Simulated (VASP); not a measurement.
Write the native input for VASP 6.6.1 that does the following.

```
Task                   : single point
Functional             : PBEsol
Potentials or basis    : VASP PAW PBE potentials, release 64 (K_sv)
Cutoff                 : 400 eV
k mesh                 : 1 × 1 × 1
Occupations            : gaussian, width 0.01 eV
Spin                   : collinear spin, ferromagnetic start
Starting moments       : [0.5] μB
Fixed moment           : 1 μB
Further INCAR settings : ALGO = Normal; EDIFF = 1e-06; NBANDS = 14; ISYM = 0
```

The structure of K lies in POSCAR:

```
K                                       
1.0
   10.5000000000      0.0000000000      0.0000000000
    0.0000000000     11.0000000000      0.0000000000
    0.0000000000      0.0000000000     11.5000000000
  K             
     1
Selective dynamics
Direct
     0.5000000000000000    0.5045454544999970    0.5000000000000000   F   F   F
```

These files were run (other wordings do the same):

INCAR

```
SYSTEM = K
ALGO = Normal ; EDIFF = 1E-6
ENCUT = 400 ; GGA = PS
ISIF = 2 ; ISMEAR = 0
ISPIN = 2 ; ISYM = 0
LASPH = .True. ; LCHARG = .False.
LORBIT = 11 ; LREAL = .False.
LWAVE = .False. ; MAGMOM = 0.5
NBANDS = 14 ; NELM = 100
NUPDOWN = 1 ; PREC = Accurate
SIGMA = 0.01
```

KPOINTS

```
k-points
0
Gamma
  1 1 1
  0 0 0
```

Potentials or basis: VASP PAW PBE potentials, release 64 (K_sv).

Command:

```console
$ cat potpaw_PBE.64/K_sv/POTCAR > POTCAR
$ mpirun -np 4 vasp_gam > vasp.out
```

Results of the run:

- Net moment: 1.00 μB per cell
- Site moments: K +0.03 μB
- Valence electrons inside the program's atomic spheres: K 7.52

Caveat: the total moment is fixed, so each spin has its own Fermi level.

Wall time 48 s on 4 MPI ranks on Intel(R) Xeon(R) Platinum 8488C (Sapphire Rapids), with other jobs on the host, peak memory 0.36 GiB a rank.
